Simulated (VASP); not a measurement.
# GaSb (F-43m) in VASP: a series of runs

The runs below take GaSb through single point, with revPBE+D3(BJ), BLYP+D4, RPBE.

All numbers are computed with VASP 6.6.1; they aren't measurements. Logs are shortened: lines on timing, memory, paths and dates and some standing lists are left out, and cuts for length are marked.

**The experiment to reproduce.**

A printed reference work, data compilation reports, for a bulk crystal of GaSb at 4.2 K: band gap 0.811 eV (direct).

The runs below are set against these values where they give the same quantity.

## Step 1: The cell of the first run

Symmetry: F-43m, No. 216, cubic system. The conventional cell has a = 6.199 Å, b = 6.199 Å, c = 6.199 Å, α = 90.00°, β = 90.00°, γ = 90.00°. Sb (site symmetry -43m) has 4 Ga at 2.68 Å within 3.5 Å. Ga (site symmetry -43m) has 4 Sb at 2.68 Å within 3.5 Å.

## Step 2: Single point, revPBE+D3(BJ)

INCAR

```
SYSTEM = GaSb
  PREC = Accurate
  ENCUT = 520
  EDIFF = 1E-6
  ISMEAR = -1
  SIGMA = 0.05
  LREAL = .FALSE.
  LASPH = .TRUE.
  NELM = 100
  ALGO = Normal
  ISIF = 2
  LWAVE = .FALSE.
  LCHARG = .FALSE.
  GGA = RE
  IVDW = 12
  NBANDS = 16
```

KPOINTS

```
Automatic mesh
0
G
  8 8 8
  0 0 0
```

POSCAR

```
GaSb
1.0
    0.0000000000      3.0992546163      3.0992546163
    3.0992546163      0.0000000000      3.0992546163
    3.0992546163      3.0992546163      0.0000000000
Sb Ga
1 1
Direct
    0.7500000000      0.7500000000      0.7500000000
    0.0000000000      0.0000000000      0.0000000000
```

Potentials or basis: VASP PAW PBE potentials, release 64 (Sb, Ga_d).

Launch:

```console
$ cat potpaw_PBE.64/Sb/POTCAR potpaw_PBE.64/Ga_d/POTCAR > POTCAR
$ mpirun -np 1 vasp_std > vasp.out
```

OUTCAR:

```text
SYSTEM = GaSb
   PREC = Accurate
   ENCUT = 520
   EDIFF = 1E-6
   ISMEAR = -1
   LREAL = .FALSE.
   LASPH = .TRUE.
   NELM = 100
   ISIF = 2
   GGA = RE
   IVDW = 12
 IVDW          = 12

 ion  position               nearest neighbor table
   1  0.750  0.750  0.750-   2 2.68   2 2.68   2 2.68   2 2.68
   2  0.000  0.000  0.000-   1 2.68   1 2.68   1 2.68   1 2.68

  LATTYP: Found a face centered cubic cell.
 ALAT       =     6.1985092326

  Lattice vectors:

 A1 = (   0.0000000000,   3.0992546163,   3.0992546163)
 A2 = (   3.0992546163,   0.0000000000,   3.0992546163)
 A3 = (   3.0992546163,   3.0992546163,   0.0000000000)

Analysis of symmetry for initial positions (statically):
=====================================================================
 Subroutine PRICEL returns:
 Original cell was already a primitive cell.

 Routine SETGRP: Setting up the symmetry group for a
 face centered cubic supercell.

 Subroutine GETGRP returns: Found 24 space group operations
 (whereof 24 operations were pure point group operations)
 out of a pool of 48 trial point group operations.

The static configuration has the point symmetry T_d .

Analysis of symmetry for dynamics (positions and initial velocities):
=====================================================================
 Subroutine PRICEL returns:
 Original cell was already a primitive cell.

 Routine SETGRP: Setting up the symmetry group for a
 face centered cubic supercell.

 Subroutine GETGRP returns: Found 24 space group operations
 (whereof 24 operations were pure point group operations)
 out of a pool of 48 trial point group operations.

The dynamic configuration has the point symmetry T_d .

 Subroutine INISYM returns: Found 24 space group operations
 (whereof 24 operations are pure point group operations),
 and found     1 'primitive' translations

----------------------------------------------------------------------------------------

                                     Primitive cell

  volume of cell :      59.5390

  direct lattice vectors                    reciprocal lattice vectors
     0.000000000  3.099254616  3.099254616    -0.161329114  0.161329114  0.161329114
     3.099254616  0.000000000  3.099254616     0.161329114 -0.161329114  0.161329114
     3.099254616  3.099254616  0.000000000     0.161329114  0.161329114 -0.161329114

  length of vectors
     4.383007912  4.383007912  4.383007912     0.279430221  0.279430221  0.279430221

  position of ions in fractional coordinates (direct lattice)
     0.750000000  0.750000000  0.750000000
     0.000000000  0.000000000  0.000000000

  ion indices of the primitive-cell ions
   primitive index   ion index
                 1           1
                 2           2

----------------------------------------------------------------------------------------

 KPOINTS: Automatic mesh

Automatic generation of k-mesh.
 Grid dimensions read from file:
 generate k-points for:    8    8    8

 Generating k-lattice:

  Cartesian coordinates                     Fractional coordinates (reciprocal lattice)
    -0.020166139  0.020166139  0.020166139     0.125000000  0.000000000  0.000000000
     0.020166139 -0.020166139  0.020166139     0.000000000  0.125000000  0.000000000
     0.020166139  0.020166139 -0.020166139     0.000000000  0.000000000  0.125000000

  Length of vectors
     0.034928778  0.034928778  0.034928778

  Shift w.r.t. Gamma in fractional coordinates (k-lattice)
     0.000000000  0.000000000  0.000000000

 Subroutine IBZKPT returns following result:
 ===========================================

 Found     29 irreducible k-points:

 Following reciprocal coordinates:
            Coordinates               Weight
  0.000000  0.000000  0.000000      1.000000
  0.125000  0.000000  0.000000      8.000000
  0.250000  0.000000  0.000000      8.000000
  0.375000  0.000000  0.000000      8.000000
  0.500000  0.000000  0.000000      4.000000
  0.125000  0.125000  0.000000      6.000000
[... 16 lines left out ...]
  0.500000  0.250000  0.125000     48.000000
 -0.375000  0.250000  0.125000     24.000000
 [... further k-points ...]
   k-points           NKPTS =     29   k-points in BZ     NKDIM =     29   number of bands    NBANDS=     16
   number of dos      NEDOS =    301   number of ions     NIONS =      2
   total plane-waves  NPLWV =  46656
   dimension x,y,z NGX =    36 NGY =   36 NGZ =   36
   dimension x,y,z NGXF=    72 NGYF=   72 NGZF=   72
   ions per type =               1   1
   NGX,Y,Z   is equivalent  to a cutoff of  13.65, 13.65, 13.65 a.u.
   NGXF,Y,Z  is equivalent  to a cutoff of  27.31, 27.31, 27.31 a.u.
 SYSTEM =  GaSb
   PREC   = accura    normal or accurate (medium, high low for compatibility)
   ISTART =      0    job   : 0-new  1-cont  2-samecut
   ICHARG =      2    charge: 1-file 2-atom 10-const
   ISPIN  =      1    spin polarized calculation?
   LNONCOLLINEAR =      F non collinear calculations
   LSORBIT =      F    spin-orbit coupling
   LASPH  =      T    aspherical Exc in radial PAW
   ENCUT  =  520.0 eV  38.22 Ry    6.18 a.u.   8.15  8.15  8.15*2*pi/ulx,y,z
   NELM   =    100;   NELMIN=  2; NELMDL= -5     # of ELM steps
   EDIFF  = 0.1E-05   stopping-criterion for ELM
   LREAL  =      F    real-space projection
   EDIFFG = 0.1E-04   stopping-criterion for IOM
   NSW    =      0    number of steps for IOM
   IBRION =     -1    ionic relax: 0-MD 1-quasi-New 2-CG
   NFREE  =      0    steps in history (QN), initial steepest desc. (CG)
   ISIF   =      2    stress and relaxation
   ISYM   =      2    0-nonsym 1-usesym 2-fastsym
   POTIM  = 0.5000    time-step for ionic-motion
   TEBEG  =    0.0;   TEEND  =   0.0 temperature during run
   PSTRESS=    0.0 pullay stress
   NELECT =      18.0000    total number of electrons
   NUPDOWN=      -1.0000    fix difference up-down
   EMIN   =  10.00;   EMAX   =-10.00  energy-range for DOS
   EFERMI =   0.00;   METHOD = LEGACY
   ISMEAR =    -1;   SIGMA  =   0.05  broadening in eV -4-tet -1-fermi 0-gaus
   EFERMI_NEDOS =   21; number of points for ismear=-14 and -15
   IALGO  =     38    algorithm
   IMIX   =      4    mixing-type and parameters
     AMIX     =   0.40;   BMIX     =  1.00
     AMIX_MAG =   1.60;   BMIX_MAG =  1.00
  volume/ion in A,a.u.               =      29.77       200.89
  Fermi-wavevector in a.u.,A,eV,Ry     =   1.098749  2.076334 16.425619  1.207249
  Thomas-Fermi vector in A             =   2.235132
   LORBIT       =      0    0 simple, 1 ext, 2 COOP (PROOUT), +10 PAW based schemes
   GGA     = RE    functional components
   LHFCALC =     F    Hartree Fock is set to
   AEXX    =    0.0000 exact exchange contribution
   IVDW    =    12    specifies the selected vdW correction
   LEPSILON=     F    determine dielectric tensor
   LRPA    =     F    only Hartree local field effects (RPA)
 non-spin polarized calculation
  energy-cutoff  :      520.00
  volume of cell :       59.54
 maximum number of plane-waves:      1639
 NGX is ok and might be reduce to    36
   NGX = 17   NGY = 17   NGZ = 17

 number of electron      17.9999991 magnetization

 Free energy of the ion-electron system (eV)
  ---------------------------------------------------
  ext. energy  EPLUGINS =         0.00000000
  ---------------------------------------------------
  free energy    TOTEN  =        -6.79347122 eV

  energy without entropy =       -6.79298212  energy(sigma->0) =       -6.79322667

 E-fermi :   4.5998     XC(G=0):  -8.7906

 val. band max:        4.5582352774   @ k =   0.0000   0.0000   0.0000
 cond. band min:       4.9428286338   @ k =   0.5000   0.0000   0.0000
 fundamental gap:      0.3845933564
 Fermi energy:         4.5997930760

 k-point     1 :       0.0000    0.0000    0.0000
  band No.  band energies     occupation
      1     -10.4066      2.00000
      2     -10.4066      2.00000
      3     -10.4066      2.00000
      4     -10.3628      2.00000
      5     -10.3628      2.00000
      6      -6.6272      2.00000
[... 8 lines left out ...]
     15      13.0554      0.00000
     16      13.0554      0.00000

 k-point     2 :       0.1250    0.0000    0.0000
  band No.  band energies     occupation
      1     -10.4100      2.00000
      2     -10.4050      2.00000
      3     -10.4050      2.00000
      4     -10.3630      2.00000
      5     -10.3630      2.00000
      6      -6.4752      2.00000
[... 8 lines left out ...]
     15      12.3370      0.00000
     16      12.3370      0.00000

 k-point     3 :       0.2500    0.0000    0.0000
  band No.  band energies     occupation
      1     -10.4182      2.00000
      2     -10.4015      2.00000
      3     -10.4015      2.00000
      4     -10.3631      2.00000
      5     -10.3631      2.00000
      6      -6.0438      2.00000
[... 8 lines left out ...]
     15      12.1286      0.00000
     16      12.1286      0.00000

 k-point     4 :       0.3750    0.0000    0.0000
  band No.  band energies     occupation
      1     -10.4263      2.00000
      2     -10.3984      2.00000
      3     -10.3984      2.00000
      4     -10.3628      2.00000
      5     -10.3628      2.00000
      6      -5.4517      2.00000
[... 8 lines left out ...]
     15      13.0366      0.00000
     16      13.0366      0.00000
[... 324 lines left out ...]
 k-point    22 :       0.3750    0.2500    0.1250
  band No.  band energies     occupation
      1     -10.4267      2.00000
      2     -10.3974      2.00000
      3     -10.3962      2.00000
      4     -10.3661      2.00000
      5     -10.3615      2.00000
      6      -5.6678      2.00000
[... 8 lines left out ...]
     15      13.6020      0.00000
     16      13.7576      0.00000

 k-point    23 :       0.5000    0.2500    0.1250
  band No.  band energies     occupation
      1     -10.4321      2.00000
      2     -10.3953      2.00000
      3     -10.3932      2.00000
      4     -10.3660      2.00000
      5     -10.3619      2.00000
      6      -5.1022      2.00000
[... 8 lines left out ...]
     15      13.2713      0.00000
     16      14.6818      0.00000

 k-point    24 :      -0.3750    0.2500    0.1250
  band No.  band energies     occupation
      1     -10.4342      2.00000
      2     -10.3947      2.00000
      3     -10.3920      2.00000
      4     -10.3653      2.00000
      5     -10.3625      2.00000
      6      -4.7727      2.00000
[... 8 lines left out ...]
     15      14.2272      0.00000
     16      14.6130      0.00000

 [... further k-points ...]

------------------------ aborting loop because EDIFF is reached ----------------------------------------

 Edisp (eV)   -1.20110

 E8    (eV) :    -0.8681

  FORCE on cell =-STRESS in cart. coord.  units (eV):
  Direction    XX          YY          ZZ          XY          YZ          ZX
  --------------------------------------------------------------------------------------
  -------------------------------------------------------------------------------------
  Total      -0.79562    -0.79562    -0.79562    -0.00000     0.00000     0.00000
  in kB     -21.40978   -21.40978   -21.40978    -0.00000     0.00000     0.00000
  external pressure =      -21.41 kB  Pullay stress =        0.00 kB

 VOLUME and BASIS-vectors are now :
 -----------------------------------------------------------------------------
  energy-cutoff  :      520.00
  volume of cell :       59.54
      direct lattice vectors                 reciprocal lattice vectors
     0.000000000  3.099254616  3.099254616    -0.161329114  0.161329114  0.161329114
     3.099254616  0.000000000  3.099254616     0.161329114 -0.161329114  0.161329114
     3.099254616  3.099254616  0.000000000     0.161329114  0.161329114 -0.161329114

 POSITION                                       TOTAL-FORCE (eV/Angst)
 -----------------------------------------------------------------------------------
      4.64888      4.64888      4.64888         0.000000      0.000000      0.000000
      0.00000      0.00000      0.00000        -0.000000     -0.000000     -0.000000
 -----------------------------------------------------------------------------------
    total drift:                               -0.000001     -0.000001     -0.000001

  FREE ENERGIE OF THE ION-ELECTRON SYSTEM (eV)
  ---------------------------------------------------
  free  energy   TOTEN  =        -7.9945707483 eV

  energy  without entropy=       -7.9940816452  energy(sigma->0) =       -7.99432620
```

It took 15 s on 1 thread of AMD EPYC 9R45 (Zen 5), shared host; peak memory 0.19 GiB.

What came out:

```yaml
Free_energy: -7.9946 eV
Pressure: -2.1 GPa
Band_gap_on_the_k_mesh: zero (filled and empty bands touch)
Dispersion_energy_per_atom: -0.601 eV
```

Levels at points of the mesh, in eV from the Fermi level:
| k point | band 6 | band 7 | band 8 | band 9 | band 10 | band 11 | band 12 | band 13 |
| --- | --- | --- | --- | --- | --- | --- | --- | --- |
| (0.00, 0.00, 0.00) | -11.23 | -0.21 | -0.04 | -0.04 | -0.04 | 2.76 | 2.76 | 2.76 |
| (0.50, 0.00, 0.00) | -9.70 | -6.19 | -1.13 | -1.13 | 0.34 | 3.72 | 3.72 | 6.57 |
| (0.50, 0.50, 0.00) | -8.93 | -6.65 | -2.47 | -2.47 | 0.96 | 1.36 | 8.41 | 8.41 |

Caveat: the PAW data sets were made with another functional, which shifts forces and pressure a little; spin-orbit coupling is left out, which moves the levels of the heavy elements; pairwise dispersion overbinds metals, which lowers pressure and volume.

(Continued in part 2 of 2.)
